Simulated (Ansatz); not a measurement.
## CaS (Fm-3m): phonons

Computed with PBEsol, PAW on Ansatz 0.2.0's default frozen-core files (fitted under PBE), scalar-relativistic; not a measurement.

The cell is the relaxed one with its volume scaled by 0.97.

Command:

```sh
ansatz run input.yaml --threads 1 --pin off --max-ram 3072MiB --backend cpu --events-out ev --progress --plain --runs-dir out
```

Input:

```yaml
crystal:
  lattice:
    - [0.0, 2.78871372222, 2.78871372222]
    - [2.78871372222, 0.0, 2.78871372222]
    - [2.78871372222, 2.78871372222, 0.0]
  atoms:
    - { symbol: Ca, position: [0.0, 0.0, 0.0] }
    - { symbol: S, position: [0.5, 0.5, 0.5] }
kpoints:
  mp_grid: { grid: [6, 6, 6] }
scf:
  occupations: { method: fixed }
hamiltonian:
  xc: pbesol
  pseudopotentials: { kind: paw }
phonons:
  qmesh: [2, 2, 2]
  qpath:
    path:
      - [0.0, 0.0, 0.0]
      - [0.5, 0.0, 0.5]
      - [0.625, 0.25, 0.625]
      - [0.375, 0.375, 0.75]
      - [0.0, 0.0, 0.0]
      - [0.5, 0.5, 0.5]
      - [0.5, 0.25, 0.75]
      - [0.5, 0.0, 0.5]
    npoints: 6
  temperatures: { t_min: 0, t_max: 1000, t_step: 100 }
```

Output (shortened where marked):

```
Warning: RAYON_NUM_THREADS=1 ignored (pool sized by the plan → 1); use --threads N
Engine: ansatz 0.2.0, aarch64-unknown-linux-gnu
Pseudopotentials: kind: paw
Pseudopotential: Ca, paw, valence charge 10, recommended cutoff 420 eV (normal), Ca.paw.azcp
Pseudopotential: S, paw, valence charge 6, recommended cutoff 420 eV (normal), S.paw.azcp
Functional definition: PBEsol
  exchange = pbesol_x
  correlation = pbesol_c
Crystal: 4 atoms, lattice volume = 86.750 Å³
Basis set: ecut = 420 eV, 1715 PW (Γ), FFT grids on a1, a2, −a1+a2+a3, exchange–correlation on 54×54×80 points (8 copies of the dense FFT grid, shifted against one another)
Bands: 20, of which v1, the nominal top of the filled ones, is band 16 counted from 1 (15 counted from 0)
Symmetry: 32 space group operations
k-points: 20 of 108
Non-local potential: Ca, projectors of the file, l = 0: 3, l = 1: 2, l = 2: 2
Non-local potential: S, projectors of the file, l = 0: 2, l = 1: 2, l = 2: 2
PAW form: soft (Blöchl's): semilocal exchange-correlation on the pseudo side does not see the compensation charge
PAW frozen core: Ca, regenerated for the run's functional, and the local potential with it (the file was generated under x = pbe(κ = 0.804, μ = 0.2195149727645171), c = pbe(β = 0.06672455060314922))
PAW frozen core: S, regenerated for the run's functional, and the local potential with it (the file was generated under x = pbe(κ = 0.804, μ = 0.2195149727645171), c = pbe(β = 0.06672455060314922))
PAW one-centre angular grid: Ca, 110 points (default); XC on 64 Gauss nodes
PAW one-centre angular grid: S, 110 points (default); XC on 64 Gauss nodes
Initial density: handed on by an earlier stage of this run
Initial wavefunctions: those handed on with the density
Functional: x = pbesol(κ = 0.804, μ = 0.12345679012345678), c = pbesol(β = 0.046)
SCF iter   1: F=—  HF=-5366.090624 eV  |F-HF|=—  |Δ(HF+E_count)|=         —  Δρ=1.42e-8  dr2=1.31e-13  ethr=1.95e-12  ⟨swp⟩=3.0  Hψ=1439  notcnv=0
[... 134 lines left out ...]
  Born effective charges Z* (e; rows j = field, columns β = displacement):
    site 0:
         2.34401   -0.00000   -0.00000
         0.00000    2.34401    0.00000
        -0.00000   -0.00000    2.34401
    site 1:
        -2.34401    0.00000    0.00000
        -0.00000   -2.34401   -0.00000
         0.00000    0.00000   -2.34401
  Z* charge neutrality: 7.237e-4 e pre-enforcement
  solved inside a basis spanned on the 6×6×6 k-mesh, on 6×6×6 k-points, its susceptibility summed on 10×10×10: ε∞ is read to err by 1.3e-2, Z* by 1.1e-2 e; Z* is corrected for what the basis lacks
  optical modes at Γ without the LO–TO term, one row a degenerate level:
      ω (cm⁻¹)  modes    IR ((D/Å)²/amu)
        244.76      3            21.3499
  optical modes at Γ + LO–TO along q̂ = [1.0000, 0.0000, 0.0000]:
      ω (cm⁻¹)  modes    IR ((D/Å)²/amu)
        244.76      2            14.2333
        355.00      1             7.1166
  optical modes at Γ + LO–TO along q̂ = [0.0000, 1.0000, 0.0000]:
      ω (cm⁻¹)  modes    IR ((D/Å)²/amu)
        244.76      2            14.2333
        355.00      1             7.1166
  optical modes at Γ + LO–TO along q̂ = [0.0000, 0.0000, 1.0000]:
      ω (cm⁻¹)  modes    IR ((D/Å)²/amu)
        244.76      2            14.2333
        355.00      1             7.1166
--- Phonons (by wavevector): 3 wavevectors in 2 supercells ---
  supercell 1 (2 cells, vectors [1, 0, 0], [0, 1, -1], [0, 0, 2] in multiples of the cell's): 2 displaced members by 0.0025 Å; free energy -5366.090624 eV; taken off its force constants: by the sum rule 1.6e-4, by the ...
  symmetry images taken by strict's conditions (phonons.symmetry_images: auto; settled by no image being taken that strict refuses)
  supercell 2 (2 cells, vectors [1, 0, 0], [0, 1, 0], [0, 0, 2] in multiples of the cell's): 4 displaced members by 0.0025 Å; free energy -5366.090624 eV; taken off its force constants: by the sum rule 4.5e-5, by the ...
  symmetry images taken by strict's conditions (phonons.symmetry_images: auto; settled by no image being taken that strict refuses)
  q = [0.0000, 0.0000, 0.0000] (star 1, supercell 1; hermiticity 1.54e-50, symmetrization 7.50e-6): -0.00 -0.00 0.00 244.76 244.76 244.76
  q = [0.0000, 0.0000, -0.5000] (star 4, supercell 2; hermiticity 8.78e-17, symmetrization 6.49e-16): 174.81 174.81 209.95 209.95 273.10 285.96
  q = [0.0000, -0.5000, -0.5000] (star 3, supercell 1; hermiticity 1.58e-16, symmetrization 4.79e-16): 119.87 119.87 183.07 253.47 253.47 270.86
  joined force constants: q→R imaginary residual 3.23e-17
  density of states and harmonic sums: on the 20×20×20 q-mesh, interpolated from the force constants of a 2×2×2 supercell (with the dipole–dipole term)
  largest difference from the sums on the solved wave vectors: F 5.91e-2 eV, S 9.15e-5 and C_V 3.22e-5 eV/K
```

Self-consistency was reached.

### Phonons on the q mesh

Harmonic phonons of a crystal by Kohn-Sham DFT at the given cell, standard atomic masses, acoustic sum rule imposed; negative wavenumbers are unstable modes; one row a degenerate set, branches counted upwards.

- Unstable phonons: no

| point | q a (r.l.u.) | q b (r.l.u.) | q c (r.l.u.) | branch | phonon wavenumber (cm⁻¹) | degeneracy |
| --- | --- | --- | --- | --- | --- | --- |
| Gamma | 0 | 0 | 0 | 4 | 244.8 | 3 |
| L | 0.5 | 0 | 0 | 1 | 174.8 | 2 |
| L | 0.5 | 0 | 0 | 3 | 210 | 2 |
| L | 0.5 | 0 | 0 | 5 | 273.1 | 1 |
| L | 0.5 | 0 | 0 | 6 | 286 | 1 |
| X | 0.5 | 0.5 | 0 | 1 | 119.9 | 2 |
| X | 0.5 | 0.5 | 0 | 3 | 183.1 | 1 |
| X | 0.5 | 0.5 | 0 | 4 | 253.5 | 2 |
| X | 0.5 | 0.5 | 0 | 6 | 270.9 | 1 |

**Field response**

Linear response of an insulating crystal by Kohn-Sham DFT to a field and to zone-centre displacements, local fields included; Born charges neutralised; LO modes for wave vectors along x and z; Cartesian axes as in the input.

```json
{
 "Dielectric electronic (x, y, z)": "5.293, 5.293, 5.293",
 "Highest phonon with field along x": "355 cm⁻¹",
 "Highest phonon with field along z": "355 cm⁻¹",
 "Highest phonon without field": "244.8 cm⁻¹"
}
```

```
atom  born charge xx (e)  born charge yy (e)  born charge zz (e)
 Ca1               2.344               2.344               2.344
  S2              -2.344              -2.344              -2.344
```

**Zone-centre phonons**

Optical zone-centre levels upwards with Mulliken labels, activity, and the element with most of the kinetic energy.

| Item | Value |
| --- | --- |
| Point group | m-3m |

```csv
number,phonon wavenumber (cm⁻¹),label,infrared,raman,lead element
1,244.8,T1u,yes,no,S
```

Caveats: frozen-core PAW files fitted under PBE, their cores solved anew for the functional of the run; cell scaled away from its relaxed volume; no LO-TO term at the zone centre.

Time and hardware: 46 s on 1 thread of Arm Neoverse V1 (shared host), peak memory 0.42 GiB.
